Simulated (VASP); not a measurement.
Set up this calculation in VASP 6.6.1, as the native input.

```
Task                               : relaxation of cell and atoms
Functional                         : PBE0
Potentials or basis                : VASP PAW PBE potentials, release 64 (In_d, P)
Cutoff                             : 600 eV
k mesh                             : 4 × 4 × 4
Occupations                        : fermi-dirac, width 0.05 eV
Spin                               : no spin polarisation
Grid for exact exchange (PRECFOCK) : Fast
Exchange at q = 0                  : default
Further INCAR settings             : ALGO = Normal; EDIFF = 1e-06; IBRION = 2; EDIFFG = -0.01; NSW = 60; ISIF = 3
```

Crystal: InP.

```
CELL_PARAMETERS angstrom
0.00000 2.93050 2.93050
2.93050 0.00000 2.93050
2.93050 2.93050 0.00000
ATOMIC_POSITIONS crystal
In 0.00000 0.00000 0.00000
P 0.75000 0.75000 0.75000
```

The input as run:

POSCAR

```
InP
1.0
    0.0000000000      2.9305000000      2.9305000000
    2.9305000000      0.0000000000      2.9305000000
    2.9305000000      2.9305000000      0.0000000000
In P
1 1
Direct
    0.0000000000      0.0000000000      0.0000000000
    0.7500000000      0.7500000000      0.7500000000
```

INCAR.step1

```
SYSTEM = InP
ALGO = Normal
EDIFF = 1E-5
ENCUT = 600
GGA = PE
ISMEAR = -1
LASPH = .TRUE.
LCHARG = .FALSE.
LREAL = .FALSE.
LWAVE = .TRUE.
NELM = 80
PREC = Accurate
SIGMA = 0.05
```

INCAR.step2

```
SYSTEM = InP
AEXX = 0.25
ALGO = Normal
EDIFF = 1E-6
EDIFFG = -0.01
ENCUT = 600
GGA = PE
IBRION = 2
ISIF = 3
ISMEAR = -1
ISTART = 1
LASPH = .TRUE.
LCHARG = .FALSE.
LHFCALC = .TRUE.
LREAL = .FALSE.
LWAVE = .FALSE.
NELM = 80
NSW = 60
PREC = Accurate
PRECFOCK = Fast
SIGMA = 0.05
```

KPOINTS

```
k-points
0
G
  4 4 4
  0 0 0
```

Potentials or basis: VASP PAW PBE potentials, release 64 (In_d, P).

Run with:

```sh
$ cat potpaw_PBE.64/In_d/POTCAR potpaw_PBE.64/P/POTCAR > POTCAR
$ cp INCAR.step1 INCAR
$ mpirun -np 1 vasp_std > vasp.out
$ cp INCAR.step2 INCAR
$ mpirun -np 1 vasp_std > vasp.out
```

Results of the run:

| Item | Value |
| --- | --- |
| Relaxed volume | 25.61 Å³/atom |
| Relaxed cell | a = 4.169 Å, b = 4.169 Å, c = 4.169 Å, α = 60.00°, β = 60.00°, γ = 60.00° |
| Space group after relaxing (to 0.05 Å) | F-43m (No. 216) |
| Energy gained by relaxing | 1.9 meV/atom |
| Ionic steps | 4 |
| Pressure after relaxing | 0.0 GPa |
| Band gap on the k mesh | 2.14 eV, direct |

Caveat: the k mesh is coarse (spacing up to 0.46 Å⁻¹), so the values aren't converged, least of all with exact exchange; the PAW data sets were made with another functional, which shifts forces and pressure a little; spin-orbit coupling is left out, which moves the levels of the heavy elements.

Wall time 5.7 min on 1 thread of Intel(R) Xeon(R) 6975P-C (Granite Rapids) (shared host), peak memory 0.22 GiB.
